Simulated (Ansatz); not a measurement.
# GaSb (Immm) in Ansatz: notebook

The runs below take GaSb through single point, equation of state, with HSE06.

All numbers are computed with Ansatz 0.2.0; they aren't measurements. Logs are shortened: lines on timing, memory, paths and dates and some standing lists are left out, and cuts for length are marked.

### Step 1. The crystal as given

Symmetry: Immm, No. 71, orthorhombic system. Conventional cell: a = 3.112 Å, b = 5.350 Å, c = 5.787 Å, α = 90.00°, β = 90.00°, γ = 90.00°. Sb (site symmetry mmm) is surrounded by 6 Ga at 2.89 to 3.09 Å and 2 Sb at 3.11 Å. Ga (site symmetry mmm) is surrounded by 6 Sb at 2.89 to 3.09 Å and 2 Ga at 3.11 Å.

Measurements of this composition are mostly on another form, of space group No. 216.

### Step 2. Single point, HSE06, 22.64 Å³/atom (volume scaled by 0.94)

The input, input:

```
crystal:
  lattice:
    - [-1.5241390061, 2.6203957796, 2.834249223]
    - [1.5241390061, -2.6203957796, 2.834249223]
    - [1.5241390061, 2.6203957796, -2.834249223]
  atoms:
    - { symbol: Sb, position: [0.5, 0.5, 0.0] }
    - { symbol: Ga, position: [0.0, 0.0, 0.0] }
hamiltonian:
  xc: hse06
  pseudopotentials: { kind: paw }
kpoints:
  mp_grid: { grid: [6, 6, 6] }
scf:
  occupations: { method: fermi_dirac, width: 0.05 }
output:
  forces: true
  stress: true
  eigenvalues: true
```

Potentials or basis: Ansatz PAW.

The program printed:

```text
[... 2 lines left out ...]
GPUs: using 1 of 1 available (devices: 1).
Engine: ansatz 0.2.0, x86_64-unknown-linux-gnu
Pseudopotentials: kind: paw
Pseudopotential: Sb, paw, valence charge 15, recommended cutoff 420 eV (normal), Sb.paw.azcp
Pseudopotential: Ga, paw, valence charge 13, recommended cutoff 420 eV (normal), Ga.paw.azcp
Functional definition: HSE06
  parameter a = 0.25
  parameter omega = 0.11/bohr
  exchange = pbe_x - a*pbe_x_sr(omega) + a*exact_x_sr(omega)
  correlation = pbe_c
device memory: the entry about to start is reckoned to put 0.9 GiB on a device that reports 71.1 GiB free (of which the cap on the GPU budget leaves the run 18.0 GiB)
GPU FFT provider: cuFFT
GPU libraries: cuBLAS 13.8.2, cuFFT 12.4.0, cuSOLVER 12.3.4
Crystal: 2 atoms, lattice volume = 45.278 Å³
Basis set: ecut = 420 eV, 857 PW (Γ), exchange–correlation on 60×60×60 points (8 copies of the dense FFT grid, shifted against one another)
Bands: 18, of which v1, the nominal top of the filled ones, is band 14 counted from 1 (13 counted from 0)
Symmetry: 8 space group operations
Space group: Immm (ITA 71), of the structure as read, at distance tolerance 3.6e-5 Å
k-points: 46 of 216
Non-local potential: Sb, projectors of the file, l = 0: 2, l = 1: 2, l = 2: 2, l = 3: 2
Non-local potential: Ga, projectors of the file, l = 0: 2, l = 1: 2, l = 2: 3, l = 3: 1
PAW form: soft (Blöchl's): semilocal exchange-correlation on the pseudo side does not see the compensation charge
PAW frozen core: Sb, regenerated for the run's functional, and the local potential with it (the file was generated under x = pbe(κ = 0.804, μ = 0.2195149727645171), c = pbe(β = 0.06672455060314922))
PAW frozen core: Ga, regenerated for the run's functional, and the local potential with it (the file was generated under x = pbe(κ = 0.804, μ = 0.2195149727645171), c = pbe(β = 0.06672455060314922))
PAW one-centre angular grid: Sb, 590 points (default); XC on 64 Gauss nodes
PAW one-centre angular grid: Ga, 590 points (default); XC on 64 Gauss nodes
Initial density: superposition of atomic densities (neutral atoms: chi_scale 0, normalization atom), corrected by the library's trained network
Initial wavefunctions: pseudopotential atomic-orbital guess
GPU buffer pool allocated for 27000 grid points (all kernels)
GPU transforms: local potential and band sums: pruned to the plane-wave sphere, on 27×27×27
Functional: x = pbe(κ = 0.804, μ = 0.2195149727645171), c = pbe(β = 0.06672455060314922), warm-up for x = pbe(κ = 0.804, μ = 0.2195149727645171) + 0.25 (exact − pbe) at short range (hse, ω = 0.20786987370883472 Å⁻¹), c = pbe(β = 0.06672455060314922); HSE06 as pw.x's `hse` composes it (authors' and Libxc's form: `xc: wpbeh`)
SCF iter   1: F=—  HF=-10267.422613 eV  |F-HF|=—  |Δ(HF+E_count)|=         —  Δρ=1.33e-3  dr2=8.00e-4  ethr=1.77e-3  ⟨swp⟩=7.0  Hψ=3262  notcnv=0
preconditioner: auto → Kerker (q_TF=auto, 2.518 Å⁻¹)  [metal: Δε(μ)=0.085 eV  Ē_g=14.652 eV  σ=0.050 eV  W_gap=0.40  n_scr=16 (ndim 8)  ℏωp=23.4 eV  f_vac=0.000  D(μ)=0.69/eV (n_scr^D=4)]
SCF iter   2: F=—  HF=-10267.422977 eV  |F-HF|=—  |Δ(HF+E_count)|=   3.64e-4  Δρ=8.79e-4  dr2=3.67e-4  ethr=2.86e-6  ⟨swp⟩=4.0  Hψ=2411  notcnv=0  defer=1
iter 3 solved again at ethr=7.66e-8 eV; its pass at ethr=1.31e-6 eV (dr2=2.14e-5 eV) is discarded
SCF iter   3: F=—  HF=-10267.422930 eV  |F-HF|=—  |Δ(HF+E_count)|=   4.71e-5  Δρ=2.55e-4  dr2=2.44e-5  ethr=7.66e-8  ⟨swp⟩=3.2  Hψ=3385  notcnv=0
SCF iter   4: F=—  HF=-10267.422905 eV  |F-HF|=—  |Δ(HF+E_count)|=   2.50e-5  Δρ=8.61e-5  dr2=2.72e-6  ethr=7.66e-8  ⟨swp⟩=4.0  Hψ=2093  notcnv=0
SCF iter   5: F=—  HF=-10267.422907 eV  |F-HF|=—  |Δ(HF+E_count)|=   1.58e-6  Δρ=2.19e-5  dr2=1.46e-7  ethr=9.73e-9  ⟨swp⟩=3.0  Hψ=1707  notcnv=0
SCF iter   6: F=—  HF=-10267.422907 eV  |F-HF|=—  |Δ(HF+E_count)|=   6.71e-8  Δρ=4.56e-6  dr2=9.35e-9  ethr=5.22e-10  ⟨swp⟩=3.6  Hψ=1847  notcnv=0
SCF iter   7: F=-10267.422907 eV  HF=-10267.422907 eV  |F-HF|=9.64e-11  |Δ(HF+E_count)|=   4.11e-9  Δρ=9.92e-7  dr2=3.36e-10  ethr=3.34e-11  ⟨swp⟩=3.2  Hψ=1903  notcnv=0
SCF 1 converged in 7 iterations: F = -10267.422907 eV  dr2 = 3.36e-10
device memory: the entry about to start is reckoned to put 1.5 GiB (of the 1.5 GiB reckoned in all, the device holds 0.1 GiB already) on a device that reports 71.1 GiB free (of which the cap on the GPU budget leaves the run 18.0 GiB)
GPU FFT provider: cuFFT
GPU libraries: cuBLAS 13.8.2, cuFFT 12.4.0, cuSOLVER 12.3.4
[... 2 lines left out ...]
GPU buffer pool allocated for 27000 grid points (all kernels)
GPU transforms: local potential and band sums: pruned to the plane-wave sphere, on 27×27×27
Functional: x = pbe(κ = 0.804, μ = 0.2195149727645171) + 0.25 (exact − pbe) at short range (hse, ω = 0.20786987370883472 Å⁻¹), c = pbe(β = 0.06672455060314922); HSE06 as pw.x's `hse` composes it (authors' and Libxc's form: `xc: wpbeh`)
Exchange kernel: α = 0.2500, screened, ω = 0.2079 Å⁻¹, Wigner–Seitz truncation, v(0) = 1045.5103 eV·Å³, q-mesh 6×6×6, nearest image of the exchange supercell L = 18.29 Å, pair-density grid 18×18×18, without the augmentation charges, whose exchange is taken in its separable form by FFT convolution over the k-point mesh (sized by the pseudopotential files, 27×18×27 at the most), smooth part of the exact exchange by density-matrix convolution in up to 4.06 GiB of GPU memory as planned if the GPU has room (build and FFT work areas not counted)
Frozen-core exchange: fock
[... 2 lines left out ...]
eigensolver tolerance schedule calibrated: the retry pair's looser diagonalisation under-reported the residual by θ = 0.44 (0.13/decade); ethr = c·dr2/N_el runs at the constant in force after the calibration composes with the one it found (an armed cap, an earlier calibration), c = 5.6e-2
[... 7 lines left out ...]
SCF 2 stopped early in 7 iterations: F = -10272.098755 eV  dr2 = 1.43e-7
hybrid outer 1: dexx = +7.828e-3 eV, tail = 4.57e-5 eV
GPU FFT provider: cuFFT
GPU libraries: cuBLAS 13.8.2, cuFFT 12.4.0, cuSOLVER 12.3.4
GPU buffer pool allocated for 27000 grid points (all kernels)
GPU transforms: local potential and band sums: pruned to the plane-wave sphere, on 27×27×27
Exchange kernel: α = 0.2500, screened, ω = 0.2079 Å⁻¹, Wigner–Seitz truncation, v(0) = 1045.5103 eV·Å³, q-mesh 6×6×6, nearest image of the exchange supercell L = 18.29 Å, pair-density grid 18×18×18, without the augmentation charges, whose exchange is taken in its separable form by FFT convolution over the k-point mesh (sized by the pseudopotential files, 27×18×27 at the most), smooth part of the exact exchange by density-matrix convolution in up to 4.06 GiB of GPU memory as planned if the GPU has room (build and FFT work areas not counted)
Frozen-core exchange: fock
[... 5 lines left out ...]
SCF 3 converged in 4 iterations: F = -10272.098407 eV  dr2 = 2.84e-9
  Residual-converged pass: ⟨swp⟩=3.0  Hψ=1932  notcnv=0  max |occ|·‖R‖ = 2.4e-6 eV (tolerance 2.4e-6 eV)  dr2=2.84e-9  dr2_onsite=6.48e-11  max |Δocc| = 5.7e-12
hybrid outer 2: dexx = +5.997e-7 eV, tail = 1.78e-8 eV, Δε = 3.17e-3 eV (about 8.60e-5 eV left of the loop's levels)
hybrid SCF converged: 2 outer / 11 inner (+7 warm-up), last move |dexx| = 6.00e-7 eV, tail = 1.78e-8 eV
Stability not checked: this state was not tested for a lower state beside it, because the functional holds exact exchange (a hybrid, or Hartree-Fock), whose exchange loop this test does not read (fock_operator; see scf.lower_state_search)
Free energy (F): -10272.098407 eV
Frozen-core exchange: fock
Harris-Foulkes:  -10272.098407 eV  (|F-HF|=1.40e-10)
Internal energy: -10272.094000 eV  (E = F + TS)
E sigma→0 (E₀):  -10272.096203 eV
Entropy (-TS):   -0.004407 eV (-2.203 meV/atom)
Fermi energy:    11.202823 eV
--- Per-component energies (eV) ---
  E_band       = -236.424377
  E_kinetic    = 321.312961
  E_local      = -3263.634575  (includes V_loc(G=0)·N_el)
  E_nonlocal   = 785.976499
  E_hartree    = 1523.058071
  E_xc         = -167.243515
  E_vxc        = -124.665221  (∫ρ·V_xc dr)
  E_exx        = -88.361119  (= α·E_x^exact, valence–valence)
  E_paw        = -6521.337530  (= ΣΔE_a)
  E_vpaw       = -824.806489  (= ΣTr[D̂ρ^β])
  E_aug_tail   = -0.000119  (compensation charges beyond the density's cutoff)
  E_ewald      = -2862.002227
  E_core_change = 0.137557  (= ΣΔE_core)
  E_smearing   = -0.004407  (= −TS)
  E_closure    = -0.000002  (closes the sum)
  Σ components = -10272.098407   (vs F -10272.098407, Δ=0.00e0)
--- Forces (eV/Å), atoms counted from 1 ---
  atom   1  Sb     0.00000000    -0.00000000     0.00000000
  atom   2  Ga     0.00000000     0.00000000     0.00000000
  max |Σ_I F_I| component: 6.31e-30 eV/Å
--- Stress (GPa, compression-positive) ---
        0.377154       0.000000       0.000000
        0.000000       1.517822      -0.000000
        0.000000      -0.000000       3.591003
  P = ⅓ Tr σ = 1.8287 GPa (18.287 kbar)
--- Band table (eV; the first three rows and the last of 46) ---
  k-point 0: bands = ["-20.8903", "-20.7322", "-20.7058", "-20.6963", "-20.6889", "-7.1403", "-7.0431", "-7.0334", "-7.0211", "-6.9736", "-3.1274", "7.6167", "8.0595", "8.5738", "14.3377", "17.3003", "17.9014", "19.6728"]
  k-point 1: bands = ["-20.8393", "-20.7493", "-20.7221", "-20.6953", "-20.6851", "-7.0972", "-7.0489", "-7.0395", "-7.0277", "-6.9910", "-2.4642", "6.4062", "8.4422", "10.6155", "13.5411", "15.4693", "15.8730", "18.0802"]
  k-point 2: bands = ["-20.7837", "-20.7545", "-20.7365", "-20.6932", "-20.6776", "-7.0949", "-7.0478", "-7.0306", "-7.0107", "-7.0045", "-0.4967", "6.4030", "8.2982", "8.4484", "10.9336", "14.9855", "15.4133", "16.1814"]
  k-point 45: bands = ["-20.8900", "-20.7292", "-20.7049", "-20.7024", "-20.6730", "-7.1362", "-7.1215", "-7.0167", "-7.0029", "-6.9683", "-0.0767", "4.0225", "4.5232", "4.9072", "14.7404", "18.7120", "21.9971", "22.9585"]
```

Run time: 20 s. Hardware: 1 × NVIDIA H100 80GB HBM3 with 2 threads of AMD EPYC 7R13 (Zen 3), shared host; peak memory 3 GiB.

What came out:

* Free energy: -10272.0984 eV
* Pressure: 1.8 GPa
* Band gap on the k mesh: none (metal or under the smearing width)

Caveat: the k mesh is coarse (spacing up to 0.40 Å⁻¹), so the values aren't converged, least of all with exact exchange; the PAW data sets come from PBE, with cores solved anew for the run's functional, which leaves a small shift of forces and pressure; the thresholds are loose for stress.

### Step 3. Single point, HSE06, 23.12 Å³/atom (volume scaled by 0.96)

input: that of step 2 with these lines changed.

```diff
@@ -2,5 +2,5 @@
   lattice:
-    - [-1.5241390061, 2.6203957796, 2.834249223]
-    - [1.5241390061, -2.6203957796, 2.834249223]
-    - [1.5241390061, 2.6203957796, -2.834249223]
+    - [-1.5348727331, 2.638849879, 2.8542093822]
+    - [1.5348727331, -2.638849879, 2.8542093822]
+    - [1.5348727331, 2.638849879, -2.8542093822]
   atoms:
```

Potentials or basis: Ansatz PAW.

Run time: 20 s. Hardware: 1 × NVIDIA H100 80GB HBM3 with 2 threads of AMD EPYC 7R13 (Zen 3), shared host; peak memory 3 GiB.

The run converged. Its results:

```
Free energy            : -10272.1051 eV
Pressure               : 0.4 GPa
Band gap on the k mesh : none (metal or under the smearing width)
```

Caveat: the k mesh is coarse (spacing up to 0.39 Å⁻¹), so the values aren't converged, least of all with exact exchange; the PAW data sets come from PBE, with cores solved anew for the run's functional, which leaves a small shift of forces and pressure; the thresholds are loose for stress.

### Step 4. Single point, HSE06, 23.60 Å³/atom (volume scaled by 0.98)

input: that of step 3 with these lines changed.

```diff
@@ -2,5 +2,5 @@
   lattice:
-    - [-1.5348727331, 2.638849879, 2.8542093822]
-    - [1.5348727331, -2.638849879, 2.8542093822]
-    - [1.5348727331, 2.638849879, -2.8542093822]
+    - [-1.5454583968, 2.6570494188, 2.8738942068]
+    - [1.5454583968, -2.6570494188, 2.8738942068]
+    - [1.5454583968, 2.6570494188, -2.8738942068]
   atoms:
```

It took 21 s on 1 × NVIDIA H100 80GB HBM3 with 2 threads of AMD EPYC 7R13 (Zen 3), shared host; peak memory 3 GiB.

Results (log left out):

| Quantity | Value |
| --- | --- |
| Free energy | -10272.1041 eV |
| Pressure | -0.7 GPa |
| Band gap on the k mesh | none (metal or under the smearing width) |

Caveat: the k mesh is coarse (spacing up to 0.39 Å⁻¹), so the values aren't converged, least of all with exact exchange; the PAW data sets come from PBE, with cores solved anew for the run's functional, which leaves a small shift of forces and pressure; the thresholds are loose for stress.

### Step 5. Single point, HSE06, 24.08 Å³/atom

The input, input:

```
crystal:
  lattice:
    - [-1.555901, 2.675003, 2.893313]
    - [1.555901, -2.675003, 2.893313]
    - [1.555901, 2.675003, -2.893313]
  atoms:
    - { symbol: Sb, position: [0.5, 0.5, 0.0] }
    - { symbol: Ga, position: [0.0, 0.0, 0.0] }
hamiltonian:
  xc: hse06
  pseudopotentials: { kind: paw }
kpoints:
  mp_grid: { grid: [6, 6, 6] }
scf:
  occupations: { method: fermi_dirac, width: 0.05 }
output:
  forces: true
  stress: true
  eigenvalues: true
  write_density: true
  write_potential: true
  elf: true
  volumetric_format: npy
```

Run time: 20 s. Hardware: 1 × NVIDIA H100 80GB HBM3 with 2 threads of AMD EPYC 7R13 (Zen 3), shared host; peak memory 3 GiB.

Results (log left out):

| Property | Result |
| --- | --- |
| Free energy | -10272.0964 eV |
| Pressure | -1.8 GPa |
| Band gap on the k mesh | none (metal or under the smearing width) |

Caveat: the k mesh is coarse (spacing up to 0.39 Å⁻¹), so the values aren't converged, least of all with exact exchange; the PAW data sets come from PBE, with cores solved anew for the run's functional, which leaves a small shift of forces and pressure; the thresholds are loose for stress.

### Step 6. Single point, HSE06, 24.57 Å³/atom (volume scaled by 1.02)

The input, input:

```
crystal:
  lattice:
    - [-1.5662052804, 2.6927187679, 2.9124745717]
    - [1.5662052804, -2.6927187679, 2.9124745717]
    - [1.5662052804, 2.6927187679, -2.9124745717]
  atoms:
    - { symbol: Sb, position: [0.5, 0.5, 0.0] }
    - { symbol: Ga, position: [0.0, 0.0, 0.0] }
hamiltonian:
  xc: hse06
  pseudopotentials: { kind: paw }
kpoints:
  mp_grid: { grid: [6, 6, 6] }
scf:
  occupations: { method: fermi_dirac, width: 0.05 }
output:
  forces: true
  stress: true
  eigenvalues: true
```

Potentials or basis: Ansatz PAW.

It took 21 s on 1 × NVIDIA H100 80GB HBM3 with 2 threads of AMD EPYC 7R13 (Zen 3), shared host; peak memory 3.1 GiB.

The run converged. Its results:

```
Free energy            : -10272.0829 eV
Pressure               : -2.7 GPa
Band gap on the k mesh : none (metal or under the smearing width)
```

Caveat: the k mesh is coarse (spacing up to 0.39 Å⁻¹), so the values aren't converged, least of all with exact exchange; the PAW data sets come from PBE, with cores solved anew for the run's functional, which leaves a small shift of forces and pressure; the thresholds are loose for stress.

### Step 7. Single point, HSE06, 25.05 Å³/atom (volume scaled by 1.04)

input: that of step 6 with these lines changed.

```diff
@@ -2,5 +2,5 @@
   lattice:
-    - [-1.5662052804, 2.6927187679, 2.9124745717]
-    - [1.5662052804, -2.6927187679, 2.9124745717]
-    - [1.5662052804, 2.6927187679, -2.9124745717]
+    - [-1.5763757296, 2.7102044447, 2.9313872741]
+    - [1.5763757296, -2.7102044447, 2.9313872741]
+    - [1.5763757296, 2.7102044447, -2.9313872741]
   atoms:
```

Wall time 22 s (1 × NVIDIA H100 80GB HBM3 with 2 threads of AMD EPYC 7R13 (Zen 3), shared host); peak memory 3.1 GiB.

The run converged. Its results:

| Property | Result |
| --- | --- |
| Free energy | -10272.0643 eV |
| Pressure | -3.5 GPa |
| Band gap on the k mesh | none (metal or under the smearing width) |

Caveat: the k mesh is coarse (spacing up to 0.38 Å⁻¹), so the values aren't converged, least of all with exact exchange; the PAW data sets come from PBE, with cores solved anew for the run's functional, which leaves a small shift of forces and pressure; the thresholds are loose for stress.

### Step 8. Single point, HSE06, 25.53 Å³/atom (volume scaled by 1.06)

input: that of step 7 with these lines changed.

```diff
@@ -2,5 +2,5 @@
   lattice:
-    - [-1.5763757296, 2.7102044447, 2.9313872741]
-    - [1.5763757296, -2.7102044447, 2.9313872741]
-    - [1.5763757296, 2.7102044447, -2.9313872741]
+    - [-1.58641661, 2.7274673588, 2.9500590341]
+    - [1.58641661, -2.7274673588, 2.9500590341]
+    - [1.58641661, 2.7274673588, -2.9500590341]
   atoms:
```

Wall time 21 s (1 × NVIDIA H100 80GB HBM3 with 2 threads of AMD EPYC 7R13 (Zen 3), shared host); peak memory 3.1 GiB.

Results (log left out):

* Free energy: -10272.0410 eV
* Pressure: -4.2 GPa
* Band gap on the k mesh: none (metal or under the smearing width)

Caveat: the k mesh is coarse (spacing up to 0.38 Å⁻¹), so the values aren't converged, least of all with exact exchange; the PAW data sets come from PBE, with cores solved anew for the run's functional, which leaves a small shift of forces and pressure; the thresholds are loose for stress.

### Step 9. Equation of state, HSE06

Potentials or basis: Ansatz PAW.

This step only gathers the single runs of the series.

Results:

* Equilibrium volume: 23.29 Å³/atom
* Bulk modulus at fixed shape and positions: 58 GPa
* Pressure derivative of the bulk modulus: 5.2 (rough: it moves with the points fitted)

Energy against volume, from the lowest point:
```tsv
volume (Å³/atom)	energy (meV/atom)
22.639	3.34
23.121	0.00
23.602	0.50
24.084	4.34
24.566	11.08
25.048	20.40
25.529	32.05
```

Caveat: the k mesh is coarse (spacing up to 0.39 Å⁻¹), so the values aren't converged, least of all with exact exchange; the cell was scaled at fixed shape and fractional positions, which overstates the stiffness of a crystal with free parameters, most of all of layers and chains; the PAW data sets were made with another functional, which shifts forces and pressure a little. Spin-orbit coupling is left out, which matters for the levels of Sb.
